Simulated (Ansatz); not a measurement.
Here is an Ansatz 0.2.0 calculation.

File input.yaml:

```yaml
crystal:
  lattice:
    - [0.0, 1.9609, 1.9609]
    - [1.9609, 0.0, 1.9609]
    - [1.9609, 1.9609, 0.0]
  atoms:
    - { symbol: Pt, position_ang: [0.0, 0.0, 0.0] }
hamiltonian:
  xc: hiss
  pseudopotentials: { kind: paw, level: accurate }
kpoints:
  mp_grid: { grid: [8, 8, 8] }
scf:
  occupations: { method: cold, width: 0.15 }
  exx: { singularity: none }
output:
  forces: true
  stress: true
  eigenvalues: true
  efg: {}
```

Potentials or basis: Ansatz PAW earlier set.

The run is started by

```console
$ ansatz run input.yaml --threads 1 --pin off --max-ram 2560MiB --backend cpu --events-out ev --progress --plain --runs-dir out
```

(1) What does it give for the pressure?

(2) Predict the band gap on the k mesh.

Answers

(1) -2.6 GPa.

(2) none (metal or under the smearing width).

Caveat: the PAW data sets come from PBE, with cores solved anew for the run's functional, which leaves a small shift of forces and pressure; the thresholds are loose for stress.
